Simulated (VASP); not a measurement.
# AlN (F-43m) in VASP: band structure with PBE

Aim: the band structure of AlN with PBE.

All numbers are computed with VASP 6.6.1; they aren't measurements. Logs are shortened: lines on timing, memory, paths and dates and some standing lists are left out, and cuts for length are marked.

### 1 Starting point

The structure is cubic, space group F-43m (No. 216). Conventional cell: a = 4.368 Å, b = 4.368 Å, c = 4.368 Å, α = 90.00°, β = 90.00°, γ = 90.00°. Al (site symmetry -43m) has 4 N at 1.89 Å as nearest neighbours. N (site symmetry -43m) is surrounded by 4 Al at 1.89 Å.

Measurements of this composition are mostly on another form, of space group No. 186.

### 2 Band structure, PBE

The input, INCAR:

```
ALGO = Normal ; EDIFF = 1E-7
ENCUT = 520 ; GGA = PE
ISIF = 2 ; ISMEAR = 0
LASPH = True ; LCHARG = False
LREAL = False ; LWAVE = False
NBANDS = 11 ; NELM = 60
PREC = Accurate ; SIGMA = 0.02
```

The input, KPOINTS:

```
k-points
0
Gamma
  12 12 12
```

The input, POSCAR:

```
AlN
1.0
    0.0000000000      2.1839935600      2.1839935600
    2.1839935600      0.0000000000      2.1839935600
    2.1839935600      2.1839935600      0.0000000000
Al N
1 1
Direct
    0.0000000000      0.0000000000      0.0000000000
    0.7500000000      0.7500000000      0.7500000000
```

The input, KPOINTS_OPT:

```
path GXWKGLUWLK,UX
15
line-mode
reciprocal
 0.0000000000  0.0000000000  0.0000000000  G
 0.5000000000  0.0000000000  0.5000000000  X

 0.5000000000  0.0000000000  0.5000000000  X
 0.5000000000  0.2500000000  0.7500000000  W

 0.5000000000  0.2500000000  0.7500000000  W
 0.3750000000  0.3750000000  0.7500000000  K

 0.3750000000  0.3750000000  0.7500000000  K
 0.0000000000  0.0000000000  0.0000000000  G

 0.0000000000  0.0000000000  0.0000000000  G
 0.5000000000  0.5000000000  0.5000000000  L

 0.5000000000  0.5000000000  0.5000000000  L
 0.6250000000  0.2500000000  0.6250000000  U

 0.6250000000  0.2500000000  0.6250000000  U
 0.5000000000  0.2500000000  0.7500000000  W

 0.5000000000  0.2500000000  0.7500000000  W
 0.5000000000  0.5000000000  0.5000000000  L

 0.5000000000  0.5000000000  0.5000000000  L
 0.3750000000  0.3750000000  0.7500000000  K

 0.6250000000  0.2500000000  0.6250000000  U
 0.5000000000  0.0000000000  0.5000000000  X
```

Potentials or basis: VASP PAW PBE potentials, release 64 (Al, N).

The run is started by

```
cat potpaw_PBE.64/Al/POTCAR potpaw_PBE.64/N/POTCAR > POTCAR
mpirun -np 1 vasp_std > vasp.out
```

OUTCAR:

```text
EDIFF = 1E-7
   ENCUT = 520
   GGA = PE
   ISIF = 2
   ISMEAR = 0
   LASPH = True
   LREAL = False
   NELM = 60
   PREC = Accurate

 ion  position               nearest neighbor table
   1  0.000  0.000  0.000-   2 1.89   2 1.89   2 1.89   2 1.89
   2  0.750  0.750  0.750-   1 1.89   1 1.89   1 1.89   1 1.89

  LATTYP: Found a face centered cubic cell.
 ALAT       =     4.3679871200

  Lattice vectors:

 A1 = (   0.0000000000,   2.1839935600,   2.1839935600)
 A2 = (   2.1839935600,   0.0000000000,   2.1839935600)
 A3 = (   2.1839935600,   2.1839935600,   0.0000000000)

Analysis of symmetry for initial positions (statically):
=====================================================================
 Subroutine PRICEL returns:
 Original cell was already a primitive cell.

 Routine SETGRP: Setting up the symmetry group for a
 face centered cubic supercell.

 Subroutine GETGRP returns: Found 24 space group operations
 (whereof 24 operations were pure point group operations)
 out of a pool of 48 trial point group operations.

The static configuration has the point symmetry T_d .

Analysis of symmetry for dynamics (positions and initial velocities):
=====================================================================
 Subroutine PRICEL returns:
 Original cell was already a primitive cell.

 Routine SETGRP: Setting up the symmetry group for a
 face centered cubic supercell.

 Subroutine GETGRP returns: Found 24 space group operations
 (whereof 24 operations were pure point group operations)
 out of a pool of 48 trial point group operations.

The dynamic configuration has the point symmetry T_d .

 Subroutine INISYM returns: Found 24 space group operations
 (whereof 24 operations are pure point group operations),
 and found     1 'primitive' translations

----------------------------------------------------------------------------------------

                                     Primitive cell

  volume of cell :      20.8345

  direct lattice vectors                    reciprocal lattice vectors
     0.000000000  2.183993560  2.183993560    -0.228938404  0.228938404  0.228938404
     2.183993560  0.000000000  2.183993560     0.228938404 -0.228938404  0.228938404
     2.183993560  2.183993560  0.000000000     0.228938404  0.228938404 -0.228938404

  length of vectors
     3.088633313  3.088633313  3.088633313     0.396532948  0.396532948  0.396532948

  position of ions in fractional coordinates (direct lattice)
     0.000000000  0.000000000  0.000000000
     0.750000000  0.750000000  0.750000000

  ion indices of the primitive-cell ions
   primitive index   ion index
                 1           1
                 2           2

----------------------------------------------------------------------------------------

 KPOINTS: k-points

Automatic generation of k-mesh.
 Grid dimensions read from file:
 generate k-points for:   12   12   12

 Generating k-lattice:

  Cartesian coordinates                     Fractional coordinates (reciprocal lattice)
    -0.019078200  0.019078200  0.019078200     0.083333333  0.000000000  0.000000000
     0.019078200 -0.019078200  0.019078200     0.000000000  0.083333333  0.000000000
     0.019078200  0.019078200 -0.019078200     0.000000000  0.000000000  0.083333333

  Length of vectors
     0.033044412  0.033044412  0.033044412

  Shift w.r.t. Gamma in fractional coordinates (k-lattice)
     0.000000000  0.000000000  0.000000000

 Subroutine IBZKPT returns following result:
 ===========================================

 Found     72 irreducible k-points:

 Following reciprocal coordinates:
            Coordinates               Weight
  0.000000  0.000000  0.000000      1.000000
  0.083333  0.000000  0.000000      8.000000
  0.166667  0.000000  0.000000      8.000000
  0.250000  0.000000  0.000000      8.000000
  0.333333  0.000000  0.000000      8.000000
  0.416667  0.000000  0.000000      8.000000
[... 16 lines left out ...]
  0.500000  0.166667  0.000000     24.000000
 -0.416667  0.166667  0.000000     24.000000
 [... further k-points ...]
   k-points           NKPTS =     72   k-points in BZ     NKDIM =     72   number of bands    NBANDS=     11
   number of dos      NEDOS =    301   number of ions     NIONS =      2
   total plane-waves  NPLWV =  13824
   dimension x,y,z NGX =    24 NGY =   24 NGZ =   24
   dimension x,y,z NGXF=    48 NGYF=   48 NGZF=   48
   ions per type =               1   1
   NGX,Y,Z   is equivalent  to a cutoff of  12.92, 12.92, 12.92 a.u.
   NGXF,Y,Z  is equivalent  to a cutoff of  25.84, 25.84, 25.84 a.u.
 SYSTEM =  unknown system
   PREC   = accura    normal or accurate (medium, high low for compatibility)
   ISTART =      0    job   : 0-new  1-cont  2-samecut
   ICHARG =      2    charge: 1-file 2-atom 10-const
   ISPIN  =      1    spin polarized calculation?
   LNONCOLLINEAR =      F non collinear calculations
   LSORBIT =      F    spin-orbit coupling
   LASPH  =      T    aspherical Exc in radial PAW
   ENCUT  =  520.0 eV  38.22 Ry    6.18 a.u.   5.74  5.74  5.74*2*pi/ulx,y,z
   NELM   =     60;   NELMIN=  2; NELMDL= -5     # of ELM steps
   EDIFF  = 0.1E-06   stopping-criterion for ELM
   LREAL  =      F    real-space projection
   EDIFFG = 0.1E-05   stopping-criterion for IOM
   NSW    =      0    number of steps for IOM
   IBRION =     -1    ionic relax: 0-MD 1-quasi-New 2-CG
   NFREE  =      0    steps in history (QN), initial steepest desc. (CG)
   ISIF   =      2    stress and relaxation
   ISYM   =      2    0-nonsym 1-usesym 2-fastsym
   POTIM  = 0.5000    time-step for ionic-motion
   TEBEG  =    0.0;   TEEND  =   0.0 temperature during run
   PSTRESS=    0.0 pullay stress
   NELECT =       8.0000    total number of electrons
   NUPDOWN=      -1.0000    fix difference up-down
   EMIN   =  10.00;   EMAX   =-10.00  energy-range for DOS
   EFERMI =   0.00;   METHOD = LEGACY
   ISMEAR =     0;   SIGMA  =   0.02  broadening in eV -4-tet -1-fermi 0-gaus
   EFERMI_NEDOS =   21; number of points for ismear=-14 and -15
   IALGO  =     38    algorithm
   IMIX   =      4    mixing-type and parameters
     AMIX     =   0.40;   BMIX     =  1.00
     AMIX_MAG =   1.60;   BMIX_MAG =  1.00
  volume/ion in A,a.u.               =      10.42        70.30
  Fermi-wavevector in a.u.,A,eV,Ry     =   1.189899  2.248583 19.263943  1.415860
  Thomas-Fermi vector in A             =   2.325996
   LORBIT       =      0    0 simple, 1 ext, 2 COOP (PROOUT), +10 PAW based schemes
   GGA     = PE    functional components
   LHFCALC =     F    Hartree Fock is set to
   AEXX    =    0.0000 exact exchange contribution
   IVDW    =     0    specifies the selected vdW correction
   LEPSILON=     F    determine dielectric tensor
   LRPA    =     F    only Hartree local field effects (RPA)
 non-spin polarized calculation
 Gauss-broadening in eV      SIGMA  =   0.02
  energy-cutoff  :      520.00
  volume of cell :       20.83
 maximum number of plane-waves:       569
   NGX = 11   NGY = 11   NGZ = 11

 number of electron       8.0000000 magnetization

 Free energy of the ion-electron system (eV)
  ---------------------------------------------------
  ext. energy  EPLUGINS =         0.00000000
  ---------------------------------------------------
  free energy    TOTEN  =       -14.84045345 eV

  energy without entropy =      -14.84045345  energy(sigma->0) =      -14.84045345

 E-fermi :   6.1702     XC(G=0): -10.9336

 val. band max:        5.9697395371   @ k =   0.0000   0.0000   0.0000
 cond. band min:       9.2878516462   @ k =   0.5000   0.5000   0.0000
 fundamental gap:      3.3181121091
 Fermi energy:         6.1702188896

 k-point     1 :       0.0000    0.0000    0.0000
  band No.  band energies     occupation
      1      -9.0109      2.00000
      2       5.9697      2.00000
      3       5.9697      2.00000
      4       5.9697      2.00000
      5      10.1659      0.00000
      6      18.5304      0.00000
      7      18.5304      0.00000
      8      18.5304      0.00000
      9      23.6587      0.00000
     10      23.6587      0.00000
     11      25.0606      0.00000

 k-point     2 :       0.0833    0.0000    0.0000
  band No.  band energies     occupation
      1      -8.9089      2.00000
      2       5.3805      2.00000
      3       5.9334      2.00000
      4       5.9334      2.00000
      5      10.6511      0.00000
      6      18.2515      0.00000
      7      18.6319      0.00000
      8      18.6319      0.00000
      9      22.6280      0.00000
     10      22.6280      0.00000
     11      24.4509      0.00000

 k-point     3 :       0.1667    0.0000    0.0000
  band No.  band energies     occupation
      1      -8.6134      2.00000
      2       4.1176      2.00000
      3       5.8376      2.00000
      4       5.8376      2.00000
      5      11.5870      0.00000
      6      17.6187      0.00000
      7      18.6969      0.00000
      8      18.6969      0.00000
      9      21.8565      0.00000
     10      21.8565      0.00000
     11      23.6324      0.00000

 k-point     4 :       0.2500    0.0000    0.0000
  band No.  band energies     occupation
      1      -8.1606      2.00000
      2       2.7104      2.00000
      3       5.7143      2.00000
      4       5.7143      2.00000
      5      12.4262      0.00000
      6      16.9406      0.00000
      7      18.2971      0.00000
      8      18.2971      0.00000
      9      22.2464      0.00000
     10      22.2464      0.00000
     11      23.2107      0.00000
[... 239 lines left out ...]
 k-point    22 :       0.4167    0.1667    0.0000
  band No.  band energies     occupation
      1      -7.1980      2.00000
      2       1.3153      2.00000
      3       4.7044      2.00000
      4       5.0599      2.00000
      5      12.8385      0.00000
      6      15.6437      0.00000
      7      17.6318      0.00000
      8      18.6839      0.00000
      9      21.6909      0.00000
     10      26.2702      0.00000
     11      26.3351      0.00000

 k-point    23 :       0.5000    0.1667    0.0000
  band No.  band energies     occupation
      1      -6.8387      2.00000
      2       0.6739      2.00000
      3       4.3983      2.00000
      4       5.1129      2.00000
      5      13.1461      0.00000
      6      15.1398      0.00000
      7      18.0770      0.00000
      8      18.2475      0.00000
      9      22.7109      0.00000
     10      26.3046      0.00000
     11      26.6067      0.00000

 k-point    24 :      -0.4167    0.1667    0.0000
  band No.  band energies     occupation
      1      -6.7832      2.00000
      2       0.5832      2.00000
      3       4.1921      2.00000
      4       5.2556      2.00000
      5      13.6038      0.00000
      6      14.7846      0.00000
      7      18.0035      0.00000
      8      18.1643      0.00000
      9      23.8904      0.00000
     10      24.7345      0.00000
     11      26.5596      0.00000

 [... further k-points ...]
[... 5 lines left out ...]
  --------------------------------------------------------------------------------------
  -------------------------------------------------------------------------------------
  Total        0.5979930      0.5979930      0.5979930     -0.0000000     -0.0000000     -0.0000000
  in kB       45.9856809     45.9856809     45.9856809     -0.0000000     -0.0000000     -0.0000000
  external PRESSURE =      45.9856809 kB  Pullay stress =       0.0000000 kB

 VOLUME and BASIS-vectors are now :
 -----------------------------------------------------------------------------
  energy-cutoff  :      520.00
  volume of cell :       20.83
      direct lattice vectors                 reciprocal lattice vectors
     0.000000000  2.183993560  2.183993560    -0.228938404  0.228938404  0.228938404
     2.183993560  0.000000000  2.183993560     0.228938404 -0.228938404  0.228938404
     2.183993560  2.183993560  0.000000000     0.228938404  0.228938404 -0.228938404

 POSITION                                       TOTAL-FORCE (eV/Angst)
 -----------------------------------------------------------------------------------
      0.00000      0.00000      0.00000         0.000000     -0.000000     -0.000000
      3.27599      3.27599      3.27599        -0.000000      0.000000      0.000000
 -----------------------------------------------------------------------------------
    total drift:                               -0.000000     -0.000000     -0.000000

  FREE ENERGIE OF THE ION-ELECTRON SYSTEM (eV)
  ---------------------------------------------------
  free  energy   TOTEN  =       -14.8404534474 eV

  energy  without entropy=      -14.8404534474  energy(sigma->0) =      -14.84045345
```

Wall time 17 s (1 thread of Intel Xeon Platinum 8488C (Sapphire Rapids), shared host); peak memory 0.15 GiB.

Results:

```yaml
Free_energy: -14.8405 eV
Pressure: 4.6 GPa
Band_gap_on_the_k_mesh: 3.32 eV, indirect (least direct gap 4.20 eV)
Band_gap_along_the_path: 3.32 eV, indirect (least direct gap 4.20 eV)
```

Levels at the corners of the path, in eV from the valence-band top:
| point | band 1 | band 2 | band 3 | band 4 | band 5 | band 6 | band 7 | band 8 |
| --- | --- | --- | --- | --- | --- | --- | --- | --- |
| Γ | -14.98 | 0.00 | 0.00 | 0.00 | 4.20 | 12.56 | 12.56 | 12.56 |
| X | -12.30 | -4.90 | -1.77 | -1.77 | 3.32 | 8.62 | 13.96 | 15.73 |
| X | -12.30 | -4.90 | -1.77 | -1.77 | 3.32 | 8.62 | 13.96 | 15.73 |
| W | -12.24 | -3.78 | -3.43 | -2.69 | 6.05 | 11.43 | 11.98 | 12.17 |
| W | -12.24 | -3.78 | -3.43 | -2.69 | 6.05 | 11.43 | 11.98 | 12.17 |
| K | -12.31 | -4.25 | -3.63 | -1.37 | 5.16 | 10.11 | 13.08 | 14.18 |
| K | -12.31 | -4.25 | -3.63 | -1.37 | 5.16 | 10.11 | 13.08 | 14.18 |
| Γ | -14.98 | 0.00 | 0.00 | 0.00 | 4.20 | 12.56 | 12.56 | 12.56 |
| Γ | -14.98 | 0.00 | 0.00 | 0.00 | 4.20 | 12.56 | 12.56 | 12.56 |
| L | -12.93 | -5.85 | -0.48 | -0.48 | 7.38 | 9.86 | 11.15 | 11.15 |
| L | -12.93 | -5.85 | -0.48 | -0.48 | 7.38 | 9.86 | 11.15 | 11.15 |
| U | -12.31 | -4.25 | -3.63 | -1.37 | 5.16 | 10.11 | 13.08 | 14.18 |
| U | -12.31 | -4.25 | -3.63 | -1.37 | 5.16 | 10.11 | 13.08 | 14.18 |
| W | -12.24 | -3.78 | -3.43 | -2.69 | 6.05 | 11.43 | 11.98 | 12.17 |
| W | -12.24 | -3.78 | -3.43 | -2.69 | 6.05 | 11.43 | 11.98 | 12.17 |
| L | -12.93 | -5.85 | -0.48 | -0.48 | 7.38 | 9.86 | 11.15 | 11.15 |
| L | -12.93 | -5.85 | -0.48 | -0.48 | 7.38 | 9.86 | 11.15 | 11.15 |
| K | -12.31 | -4.25 | -3.63 | -1.37 | 5.16 | 10.11 | 13.08 | 14.18 |
| U | -12.31 | -4.25 | -3.63 | -1.37 | 5.16 | 10.11 | 13.08 | 14.18 |
| X | -12.30 | -4.90 | -1.77 | -1.77 | 3.32 | 8.62 | 13.96 | 15.73 |
